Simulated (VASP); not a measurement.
# What goes wrong when Silicon is relaxed with a bad input, part 2 of 2

Aim: see how common mistakes in a VASP relaxation show up, on Silicon. The starting structure is a measured crystal structure from the Crystallography Open Database. The first relaxation on each setting starts from this cell expanded by 3 % in volume.

VASP 6.6.1.

Results so far: reference 20.08 Å³ an atom; a cutoff far too low 20.03 Å³ an atom; a leftover external pressure of 100 kbar 18.38 Å³ an atom.

### Step 5. Relaxation with too few ionic steps

Level of this step: PBEsol; plane waves and PAW (Si) (VASP).

A slip made on purpose: too few ionic steps. Against step 2 the input has NSW = 2 (also changed: NELM).

INCAR reads:

```
SYSTEM = Si
PREC = Accurate
ENCUT = 450
EDIFF = 1E-06
NELM = 60
ISMEAR = 0
SIGMA = 0.03
LREAL = .FALSE.
ALGO = Normal
GGA = PS
NBANDS = 10
LORBIT = 11
LWAVE = .FALSE.
LCHARG = .FALSE.
KPAR = 8
IBRION = 2
NSW = 2
ISIF = 3
EDIFFG = -0.006
```

POSCAR reads:

```
Si
1.0
    0.0000000000      2.7423676892      2.7423676892
    2.7423676892      0.0000000000      2.7423676892
    2.7423676892      2.7423676892      0.0000000000
Si
2
Direct
    0.7500000000      0.7500000000      0.7500000000
    0.5000000000      0.5000000000      0.5000000000
```

KPOINTS reads:

```
Automatic mesh
0
Gamma
8 8 8
0 0 0
```

PAW data sets: Si (PBE family, release 64).

Command:

```console
$ mpirun -np 8 vasp_std
```

Output:

```text
[... set-up lines as in an earlier step ...]
 entering main loop
       N       E                     dE             d eps       ncg     rms          rms(c)
[... 11 cycles as in an earlier step ...]
   1 F= -.11481121E+02 E0= -.11481121E+02  d E =-.114811E+02
[...]
N       E                     dE             d eps       ncg     rms          rms(c)
DAV:   1    -0.114977239751E+02   -0.16603E-01   -0.42609E-01   614   0.308E+00    0.619E-01
DAV:   2    -0.114896879120E+02    0.80361E-02   -0.88846E-03   616   0.523E-01    0.383E-01
DAV:   3    -0.114857225915E+02    0.39653E-02   -0.84170E-03   616   0.389E-01    0.113E-01
DAV:   4    -0.114857258606E+02   -0.32690E-05   -0.12862E-04   662   0.790E-02    0.996E-02
DAV:   5    -0.114857180871E+02    0.77735E-05   -0.10953E-05   616   0.208E-02    0.215E-02
DAV:   6    -0.114857175483E+02    0.53878E-06   -0.39967E-07   348   0.420E-03
   2 F= -.11485718E+02 E0= -.11485718E+02  d E =-.459630E-02
 trial-energy change:   -0.004596  1 .order   -0.004129   -0.027104    0.018845
 step:   0.6044(harm=  0.5899)  dis= 0.00000  next Energy=   -11.489416 (dE=-0.829E-02)
```

Elapsed: 4 s, on 8 MPI ranks of AMD EPYC 7R43, shared host; peak memory 1 GiB.

Parts of OUTCAR (step 5):

```text
  Total        0.4255317      0.4255317      0.4255317      0.0000000     -0.0000000      0.0000000
  in kB       17.2827343     17.2827343     17.2827343      0.0000000     -0.0000000      0.0000000
  external PRESSURE =      17.2827343 kB  Pullay stress =       0.0000000 kB

 POSITION                                       TOTAL-FORCE (eV/Angst)
 -----------------------------------------------------------------------------------
      4.05283      4.05283      4.05283         0.000000      0.000000      0.000000
      2.70188      2.70188      2.70188        -0.000000     -0.000000     -0.000000
 -----------------------------------------------------------------------------------
    total drift:                                0.000000      0.000000     -0.000000

  FREE ENERGIE OF THE ION-ELECTRON SYSTEM (eV)
  ---------------------------------------------------
  free  energy   TOTEN  =       -11.4857175483 eV

  energy  without entropy=      -11.4857175483  energy(sigma->0) =      -11.48571755

[... 1 part as in an earlier step ...]

[... 2 further parts left out ...]
[key lines of the parts left out:]
E-fermi :   6.0652
```

The relaxation used up its 2 ionic steps (NSW) before forces and stress met EDIFFG.

### Step 6. Relaxation with a loose electronic threshold

A slip made on purpose: a loose electronic threshold. Against step 2 the input has EDIFF = 0.01 (also changed: NELM and NSW).

Edit INCAR of step 5 so:

```diff
@@ -3,3 +3,3 @@
 ENCUT = 450
-EDIFF = 1E-06
+EDIFF = 0.01
 NELM = 60
@@ -16,3 +16,3 @@
 IBRION = 2
-NSW = 2
+NSW = 30
 ISIF = 3
```

POSCAR is that of step 5.

KPOINTS is that of step 5.

Command:

```console
$ mpirun -np 8 vasp_std
```

Output:

```text
[... set-up lines as in an earlier step ...]
 entering main loop
       N       E                     dE             d eps       ncg     rms          rms(c)
[... 7 cycles as in an earlier step ...]
DAV:   8    -0.114810507627E+02   -0.57423E-03   -0.48954E-03   646   0.422E-01
   1 F= -.11481051E+02 E0= -.11481051E+02  d E =-.114811E+02
[... from here on, the cycles between the ionic steps are left out ...]
   2 F= -.11489783E+02 E0= -.11489783E+02  d E =-.873265E-02
   3 F= -.11486400E+02 E0= -.11486400E+02  d E =-.534946E-02
   4 F= -.11490027E+02 E0= -.11490027E+02  d E =-.897574E-02
   5 F= -.11488870E+02 E0= -.11488870E+02  d E =-.781946E-02
   6 F= -.11489243E+02 E0= -.11489243E+02  d E =-.819223E-02
   7 F= -.11489380E+02 E0= -.11489380E+02  d E =-.832911E-02
   8 F= -.11489412E+02 E0= -.11489412E+02  d E =-.836090E-02
   9 F= -.11489434E+02 E0= -.11489434E+02  d E =-.838340E-02
  10 F= -.11489439E+02 E0= -.11489439E+02  d E =-.527017E-05
  11 F= -.11489452E+02 E0= -.11489452E+02  d E =-.183086E-04
  12 F= -.11489453E+02 E0= -.11489453E+02  d E =-.374397E-06
  13 F= -.11489455E+02 E0= -.11489455E+02  d E =-.204206E-05
  14 F= -.11489457E+02 E0= -.11489457E+02  d E =-.468724E-05
  15 F= -.11489460E+02 E0= -.11489460E+02  d E =-.775279E-05
[...]
reached required accuracy - stopping structural energy minimisation
```

Elapsed: 9.6 s, on 8 MPI ranks; peak memory 1.1 GiB.

Parts of OUTCAR (step 6):

```text
  Total       -0.0060541     -0.0060541     -0.0060541      0.0000000      0.0000000     -0.0000000
  in kB       -0.2415225     -0.2415225     -0.2415225      0.0000000      0.0000000     -0.0000000
  external PRESSURE =      -0.2415225 kB  Pullay stress =       0.0000000 kB

 POSITION                                       TOTAL-FORCE (eV/Angst)
 -----------------------------------------------------------------------------------
      4.07707      4.07707      4.07707        -0.000000     -0.000000     -0.000000
      2.71804      2.71804      2.71804         0.000000      0.000000      0.000000
 -----------------------------------------------------------------------------------
    total drift:                                0.000000      0.000000     -0.000000

  FREE ENERGIE OF THE ION-ELECTRON SYSTEM (eV)
  ---------------------------------------------------
  free  energy   TOTEN  =       -11.4894602289 eV

  energy  without entropy=      -11.4894602289  energy(sigma->0) =      -11.48946023

[... 2 parts as in an earlier step ...]

[... 2 further parts left out ...]
[key lines of the parts left out:]
E-fermi :   5.8861
```

Logs of long relaxations may skip ionic steps without a mark.

With a loose electronic threshold the cell ends at 20.080 Å³ an atom, +0.02 % from the reference.

### Step 7. Comparison

| run | ended | volume (Å³/atom) | change (%) | bulk modulus (GPa) | pressure left (GPa) | core minutes |
| --- | --- | --- | --- | --- | --- | --- |
| reference | converged | 20.077 | - | 94.0 | 0.01 | 1.15 |
| a cutoff far too low | converged | 20.03 | -0.24 | 94.9 | 0.0 | 0.187 |
| a leftover external pressure of 100 kbar | converged | 18.384 | -8.43 | - | 9.95 | 0.853 |
| too few ionic steps | not converged | - | - | - | - | 0.533 |
| a loose electronic threshold | converged | 20.08 | 0.02 | - | -0.02 | 1.28 |

Core minutes are wall time times ranks, summed over the relaxations behind a row (those for a bulk modulus apart), on shared hosts.

### Step 8. Outcome

```json
{"volume of the reference": "20.08 Å³/atom", "volume against the reference, a cutoff far too low": "-0.24 %", "volume against the reference, a leftover external pressure of 100 kbar": "-8.43 %", "volume against the reference, a loose electronic threshold": "+0.02 %", "run with too few ionic steps": "not converged"}
```

In words: The run with too few ionic steps didn't converge. Finished, but with signs in the output that stand out against the reference: a leftover external pressure of 100 kbar, with the volume changed by -8.4 % (signs: the Pulay stress that OUTCAR prints, which here is the typed pressure). Little came of a cutoff far too low and a loose electronic threshold in this material. The reference was restarted once and the runs with a slip weren't, so their cells may not have settled fully. Further runs on this material are not shown.

[Lines on the potential files, build, host, timing and source positions are cut from VASP's logs without a mark.]

[Logs are printed without paths, hosts, clocks, repeated set-up lines and the standing remarks that a program may print on its own settings, such as how far it seeks lower states.]

[Hosts, paths, dates, database ids (printed as entryN), source tags and the programs' standing remarks are cut or masked in the printed files.]
